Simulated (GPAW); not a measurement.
Input of a GPAW 26.7.0 run:

run.py

```python
import numpy as np
from ase import Atoms
from ase.dft.bandgap import bandgap
from ase.io import write
from gpaw import GPAW, PW

atoms = Atoms(['Au', 'Au', 'Au', 'Au', 'Au'],
              cell=[[2.82261993, 0.0, 0.0],
                    [-1.411309965, 2.555933025, 0.0],
                    [0.0, 0.0, 24.78633922]],
              scaled_positions=[[0.66532797, 0.33065594, 0.3025860307],
                                [0.33467203, 0.66934406, 0.4012930153],
                                [0.66532797, 0.33065594, 0.5],
                                [0.33467203, 0.66934406, 0.5987069847],
                                [0.66532797, 0.33065594, 0.6974139693]],
              pbc=True)
atoms.pbc = (True, True, False)

calc = GPAW(mode=PW(450),
            xc={'name': 'BEEF-vdW', 'backend': 'libvdwxc'},
            kpts={'size': (11, 11, 1), 'gamma': True},
            occupations={'name': 'fermi-dirac', 'width': 0.05},
            nbands=51,
            convergence={'density': 1e-05, 'energy': 1e-05},
            maxiter=150,
            poissonsolver={'dipolelayer': 'xy'},
            txt='gpaw.txt')
atoms.calc = calc
energy = atoms.get_potential_energy()
forces = atoms.get_forces()
calc.write('gs.gpw')
write('result.traj', atoms)
print(f'Energy: {energy:.6f} eV')
print('Forces (eV/A):')
print(forces.round(4))
print('Fermi level:', round(calc.get_fermi_level(), 4), 'eV')
print(f'Gap: {bandgap(calc)[0]:.4f} eV, direct: {bandgap(calc, direct=True)[0]:.4f} eV')

v = calc.get_electrostatic_potential().mean(axis=(0, 1))
z = np.arange(len(v)) * atoms.cell[2, 2] / len(v)
ef = calc.get_fermi_level()
np.savetxt('planar.dat', np.c_[z, v], fmt='%.4f')
below, above = np.interp([1.5, atoms.cell[2, 2] - 1.5], z, v) - ef
print(f'Work functions: bottom {below:.4f} eV, top {above:.4f} eV')
print('Dipole moment:', *calc.get_dipole_moment().round(5), 'e A')
```

Potentials or basis: GPAW PAW data sets (gpaw-data 1.2.1), pw.

The run is started by

```sh
$ OMP_NUM_THREADS=1 python run.py
```

Question: Estimate the band gap on the k mesh.

Answer: None (metal or under the smearing width).

Question: What does it give for the dipole across the slab?

Answer: 0.00 e·Å.

Forces on the atoms (eV/Å):
```
Au   0.000 -0.021 -0.497
Au   0.000  0.035  0.117
Au   0.000 -0.029  0.000
Au   0.000  0.035 -0.117
Au   0.000 -0.021  0.497
```

Caveat: the PAW data sets were made with another functional, which shifts forces and pressure a little. The run has no spin-orbit coupling, so splittings on Au are missing.
